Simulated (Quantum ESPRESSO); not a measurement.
The system is PbSe (Clausthalite).

```
CELL_PARAMETERS angstrom
0.00000 3.06065 3.06065
3.06065 0.00000 3.06065
3.06065 3.06065 0.00000
ATOMIC_POSITIONS crystal
Pb 0.00000 0.00000 0.00000
Se 0.50000 0.50000 0.50000
```

* Program: Quantum ESPRESSO 7.5
* Task: phonons
* Functional: revPBE
* Potentials or basis: GBRV 1.5 PBE
* Cutoff: 612 eV
* Density cutoff: 4898 eV
* k mesh: 6 × 6 × 6, shifted
* Occupations: fermi-dirac, width 0.05 eV
* Spin: no spin polarisation
* Mixing beta: 0.5
* Most SCF iterations: 120
* SCF threshold: 4e-10 Ry

The cell and the atoms were relaxed first, to 30.77 Å³/atom (a = 4.432 Å, b = 4.432 Å, c = 4.432 Å, α = 60.00°, β = 60.00°, γ = 60.00°), and the response was taken there.

The first run showed a gap, so the response started from a second, tighter run with fixed occupations.

Problem. Which optical modes does the crystal have at the zone centre, and which show in infrared and Raman spectra?

Solution. The optical modes are T1u. Infrared active: T1u. None is Raman active.

Optical modes at Γ, degenerate ones joined, polar ones without the macroscopic field:
```
cm⁻¹  components  symmetry  active in  IR intensity, summed ((D/Å)²/amu)
   9           3       T1u         IR                              28.05
```

Zone-centre frequencies without and with the macroscopic field along z (cm⁻¹):
|  | optical modes in rising order |
| --- | --- |
| without | 9 9 9 |
| with the field | 9 9 134 |

Born effective charge tensors (e):
atom 1, Pb
```
4.82 0.00 0.00
0.00 4.82 0.00
0.00 0.00 4.82
```
atom 2, Se
```
-4.81  0.00  0.00
 0.00 -4.81  0.00
 0.00  0.00 -4.81
```

Caveat: the potentials were made for another functional, which shifts forces and pressure.
